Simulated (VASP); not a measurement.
Wanted: the native input for a VASP 6.6.1 run.

* Task: relaxation of the atoms
* Functional: PBE
* Potentials or basis: VASP PAW PBE potentials, release 64 (Nb_sv, N_s)
* Cutoff: 300 eV
* k mesh: 7 × 7 × 7
* Occupations: methfessel-paxton, width 0.1 eV
* Spin: no spin polarisation
* Further INCAR settings: ALGO = Normal; EDIFF = 1e-07; IBRION = 2; EDIFFG = -0.01; NSW = 40

The structure of NbN lies in POSCAR:

```
NbN                                     
1.0
    0.0000000000      2.1755563859      2.1755563859
    2.1755563859      0.0000000000      2.1755563859
    2.1755563859      2.1755563859      0.0000000000
  Nb              N             
     1     1
Direct
     0.5000000000000000    0.5000000000000000    0.5000000000000000
     0.0000000000000000    0.0000000000000000    0.0000000000000000
```

Measurements of this composition are mostly on another form, of space group No. 194.

The cell isn't the ideal one: a relaxed cell with its volume scaled by 0.96.

The input as run:

INCAR

```
PREC = Accurate
ENCUT = 300
EDIFF = 1E-7
ISMEAR = 1
SIGMA = 0.1
LREAL = False
LASPH = True
NELM = 80
ALGO = Normal
ISIF = 2
LWAVE = False
LCHARG = False
GGA = PE
IBRION = 2
NSW = 40
EDIFFG = -0.01
```

KPOINTS

```
regular mesh
0
Gamma
  7 7 7
```

Potentials or basis: VASP PAW PBE potentials, release 64 (Nb_sv, N_s).

Run with:

```sh
$ cat potpaw_PBE.64/Nb_sv/POTCAR potpaw_PBE.64/N_s/POTCAR > POTCAR
$ mpirun -np 1 vasp_std > vasp.out
```

It took 2.5 s on 1 thread of Intel(R) Xeon(R) 6975P-C (Granite Rapids), with other jobs on the host, peak memory 0.11 GiB.
